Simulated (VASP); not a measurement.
Input of a VASP 6.6.1 run:

File INCAR:

```
SYSTEM = Si
ALGO = Normal
EDIFF = 1E-6
ENCUT = 520
GGA = PS
ISIF = 2
ISMEAR = 0
LASPH = .True.
LCHARG = .False.
LREAL = .False.
LWAVE = .False.
NBANDS = 11
NELM = 100
PREC = Accurate
SIGMA = 0.01
```

Contents of KPOINTS:

```
k-points
0
Gamma
  10 10 10
  0 0 0
```

Contents of POSCAR:

```
Si
1.0
    0.0000000000      2.7276977521      2.7080602964
    2.7276977521      0.0000000000      2.7080602964
    2.7276977521      2.7276977521      0.0000000000
Si
2
Direct
    0.0000000000      0.0000000000      0.0000000000
    0.2500000000      0.2500000000      0.2500000000
```

Potentials or basis: VASP PAW PBE potentials, release 64 (Si).

Launch:

```console
$ cat potpaw_PBE.64/Si/POTCAR > POTCAR
$ mpirun -np 1 vasp_std > vasp.out
```

Estimate the pressure.

-0.3 GPa.

Predict the band gap on the k mesh.

0.40 eV, indirect (least direct gap 2.46 eV).

Stress tensor (GPa, compression positive):
```
-0.56  0.00  0.00
 0.00 -0.56  0.00
 0.00  0.00  0.11
```

Caveat: the PAW data sets were made with another functional, which shifts forces and pressure a little. A hybrid or GW would open this gap; PBEsol tends to underestimate it.
